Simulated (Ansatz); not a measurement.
# Sc: strong compression

One table from this session's results is given with a row withheld; the runs are named, their logs left out.

Program: Ansatz 0.2.0. Level of theory: DFT, PBE, PAW with Ansatz's default frozen-core files, scalar-relativistic. These are calculated values, not measurements.

## The structure to begin with

It takes space group Pm-3m (No. 221, cubic). Conventional cell: a = 2.989 Å, b = 2.989 Å, c = 2.989 Å, α = 90.00°, β = 90.00°, γ = 90.00°. Around Sc (site symmetry m-3m) lie 6 Sc at 2.99 Å.

Coordinates:

```cif
data_structure
_symmetry_space_group_name_H-M 'P 1'
_symmetry_Int_Tables_number 1
_cell_length_a 2.9893
_cell_length_b 2.9893
_cell_length_c 2.9893
_cell_angle_alpha 90.000
_cell_angle_beta 90.000
_cell_angle_gamma 90.000
_cell_volume 26.71
loop_
_atom_site_label
_atom_site_type_symbol
_atom_site_fract_x
_atom_site_fract_y
_atom_site_fract_z
_atom_site_occupancy
Sc1 Sc 0.00000 0.00000 0.00000 1
```

Whether this phase is the stable one at these pressures isn't tested.

Set-up of the first run:

input.yaml

```yaml
crystal:
  lattice:
    - [2.9893220388, 0.0, 0.0]
    - [0.0, 2.9893220388, 0.0]
    - [0.0, 0.0, 2.9893220388]
  atoms:
    - { symbol: Sc, position: [0.0, 0.0, 0.0] }
kpoints:
  mp_grid: { grid: [13, 13, 13] }
scf:
  occupations: { method: fermi_dirac, width: 0.08 }
hamiltonian:
  xc: pbe
  pseudopotentials: { kind: paw }
output:
  forces: true
  stress: true
relax:
  f_tol: 0.005
  max_steps: 40
  cell: {}
```

Launch:

```console
ansatz run input.yaml --threads 1 --pin off --max-ram 2048MiB --backend cpu --events-out ev --progress --plain --runs-dir out
```

Steps of the session up to this table: Cell relaxed at zero pressure, PAW; Volume scaled by 1, PAW; Volume scaled by 0.9, PAW; Volume scaled by 0.8, PAW; Volume scaled by 0.7, PAW; Volume scaled by 0.6, PAW; Volume scaled by 0.5, PAW; Volume scaled by 0.4, PAW; Volume scaled by 0.4, PAW (partial_waves polarizable).

One of the session's tables, all rows but one given; the rest of the session is left out.

| method | volume over the first | volume (Å³/atom) | pressure (GPa) |
| --- | --- | --- | --- |
| PAW | 1 | 26.210 | 0.00 |
| PAW | 0.9 | 23.589 | 4.34 |
| PAW | 0.8 | 20.968 | 10.85 |
| PAW | 0.7 | 18.347 | 21.10 |
| PAW | 0.6 | 15.726 | 38.08 |
| PAW | 0.5 | ? | ? |
| PAW | 0.4 | 10.484 | 145.63 |
| PAW (partial_waves polarizable) | 0.4 | 10.484 | 145.62 |

Estimate the missing values for PAW, 0.5.

As computed: volume (Å³/atom): 13.105; pressure (GPa): 71.66. In the column «volume (Å³/atom)» it lies between PAW (partial_waves polarizable), 0.4 (10.484) and PAW, 0.6 (15.726).
